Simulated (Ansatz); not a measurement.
## Al3GaN4: generalised stacking fault

Theory: Ansatz 0.2.0, DFT r2SCAN, scalar-relativistic, plane waves, PAW. The runs took a 500 eV cutoff, a Γ-centred 5×5×3 mesh and Gaussian smearing (0.05 eV). No spin polarisation. Energies are free energies at this smearing, counted from the undisturbed cell; pressure is positive in compression.

The undisturbed cell (relaxed at this level; it needn't be the usual structure):

```xyz
16
Lattice="0.0000 -4.4012 0.0000 0.0000 0.0000 -4.4012 8.8025 0.0000 0.0000" Properties=species:S:1:pos:R:3 pbc="T T T"
Al    8.2646   -2.2006    0.0000
Al    3.8634   -2.2006    0.0000
Al    8.2646    0.0000   -2.2006
Al    3.8634    0.0000   -2.2006
Al    1.6628   -2.2006   -2.2006
Al    6.0640   -2.2006   -2.2006
Ga    1.6628    0.0000    0.0000
Ga    6.0640    0.0000    0.0000
N     0.5381   -1.1247   -3.2765
N     4.9393   -1.1247   -3.2765
N     0.5381   -3.2765   -1.1247
N     4.9393   -3.2765   -1.1247
N     7.1887   -1.1247   -1.1247
N     2.7875   -1.1247   -1.1247
N     7.1887   -3.2765   -3.2765
N     2.7875   -3.2765   -3.2765
```

The cut lies on the cell's a–b face, a (1 0 0) plane (indices in the standard cell, whose axes needn't be the Cartesian ones shown) of area 19.37 Å², between layers 1.08 Å apart. Vector c is tilted by f times 1·a − 1·b (length 6.224 Å) with the atoms' Cartesian places fixed: one unrelaxed fault a cell.

```tsv
f	γ (mJ/m²)	shear traction, the slope of γ along the slip (GPa)	gap on the mesh (eV)
0.0000	0	0.0	4.01
0.0833	1206	45.5	3.31
0.1667	4204	59.6	1.95
0.2500	?	?	0.93
0.3333	4200	-59.6	1.96
0.4167	1201	?	?
0.5000	-6	0.0	3.99
```

By symmetry 0.6667 repeats 0.3333, 0.8333 repeats 0.1667, 0.5833 repeats 0.4167, 0.7500 repeats 0.2500, 0.9167 repeats 0.0833 in energy, with the opposite slope along the path.

Give the withheld values.

γ (mJ/m²) at f = 0.2500: 6019; shear traction, the slope of γ along the slip (GPa) at f = 0.2500: -0.1; shear traction, the slope of γ along the slip (GPa) at f = 0.4167: -45.5; gap on the mesh (eV) at f = 0.4167: 3.32.

Cost: 7 runs of about 5.9 core-minutes in all, on Arm Neoverse V2 (shared hosts).